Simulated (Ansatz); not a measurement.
Runs of Ansatz 0.2.0 on Re. Symmetry: Fm-3m, No. 225, cubic system. The conventional cell has a = 3.950 Å, b = 3.950 Å, c = 3.950 Å, α = 90.00°, β = 90.00°, γ = 90.00°. Re (site symmetry m-3m) has 12 Re at 2.79 Å as nearest neighbours. This isn't the form of Re at room conditions, which is hcp.

```tsv
task	level	potentials or basis	spin	U	cell	k mesh	cutoff (eV)	smearing	hubbard projectors	double counting	points for each segment of the path	q mesh	other keys	gap on the mesh (eV)	pressure (GPa)	moment (μB)
electric field gradients	LDA+U	Ansatz PAW earlier set	off	Re d U = 6.2 eV	cell strained at random at fixed volume	9 × 9 × 9	560	tetrahedron	ortho-atomic (the default)	fll (the default)	-	-	-	none	-21.8	-
band structure	SVWN5	Ansatz PAW earlier set	off	-	cell strained at random at fixed volume	9 × 9 × 9	500	tetrahedron	-	-	14	-	basis.ecutwfc = 500 eV	none	-23.0	-
density of states	PBE	JTH PAW	collinear, random start	-	as given	12 × 12 × 12	1290	gaussian 0.1 eV	-	-	-	-	magnetization = spin_polarized True	none	-9.0	0.00
phonons	PBE+D4	Ansatz NC	off	-	as given	8 × 8 × 8	980	fermi-dirac 0.15 eV	-	-	8	4 × 4 × 4	-	none	-	-
electron localisation function	RPBE+D4	PseudoDojo standard (PBE files)	SOC, no magnetisation	-	volume scaled by 1.04	12 × 12 × 12	980	cold 0.15 eV	-	-	-	-	-	none	(a)	-
atomic charges	r2SCAN+D3(BJ)+U	Ansatz PAW	off	Re d U = 5 eV	cell strained at random at fixed volume	9 × 9 × 9	500	fermi-dirac 0.1 eV	ortho-atomic	fll (the default)	-	-	-	none	-17.1	-
single point	SVWN5+D3(BJ)	PseudoDojo standard (PBE files)	non-collinear, ferromagnetic start, SOC	-	as given	12 × 12 × 12	980	gaussian 0.01 eV	-	-	-	-	-	none	-28.7	0.00
electric field gradients	PBE	Ansatz PAW	SOC, no magnetisation	-	as given	12 × 12 × 12	420	methfessel-paxton 0.15 eV	-	-	-	-	-	none	-8.6	-
```

Q: Estimate the missing entries.

A: (a) -27.1.

Caveats: pairwise dispersion overbinds metals, which lowers pressure and volume (some runs); the PAW data sets come from PBE, with cores solved anew for the run's functional, which leaves a small shift of forces and pressure (some runs); U without spin polarisation on a metal has little footing (some runs); the U is typed as a test and isn't derived for this compound (some runs); with tetrahedron occupations forces and stress needn't match the slope of the energy (some runs); the starting moments weren't kept (some runs); the potentials were made for another functional, which shifts forces and pressure (some runs).

A k mesh can miss the band edges, and rows without SOC leave out spin-orbit coupling on Re.

A gap of «none» marks a metal or a gap under the smearing width.

The runs don't all hold the same shells in valence.
